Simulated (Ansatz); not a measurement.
Reaction (formal exchange of groups at a B–C bond): `BC(=O)O` + `C[CH]1[CH2][Al]1[CH3]` → `[BH2][Al]1[CH2][CH]1C` + `CC(=O)O`

Computed with Ansatz on PBE0-D4/def2-TZVP structures; ΔE is electronic, products minus reactants. CBS: MP2 limit from def2 TZ/QZ plus the TZ coupled-cluster correction, frozen cores. DFT in def2-TZVPP. B3LYP here is the variant with VWN-RPA as its local correlation; programs differ in this. Each species was taken in one conformer, which may not be the lowest.

```tsv
species	B3LYP energy (Eh)
`BC(=O)O`	-215.29008
`C[CH]1[CH2][Al]1[CH3]`	-400.31530
`[BH2][Al]1[CH2][CH]1C`	-386.40530
`CC(=O)O`	-229.19189
```

Question: Work out ΔE.

Answer: ΔE = (-386.40530) + (-229.19189) − (-215.29008) − (-400.31530) = 0.00819 Eh = +5.1 kcal/mol. CCSD(T)/CBS gives +5.9 kcal/mol.

Largest T1 diagnostic among the species: 0.020, so the coupled-cluster value is less sure than usual.

From PBE to PBE0 (25 % exact exchange), in def2-TZVPP and without D4, ΔE moves by +1.6 kcal/mol.
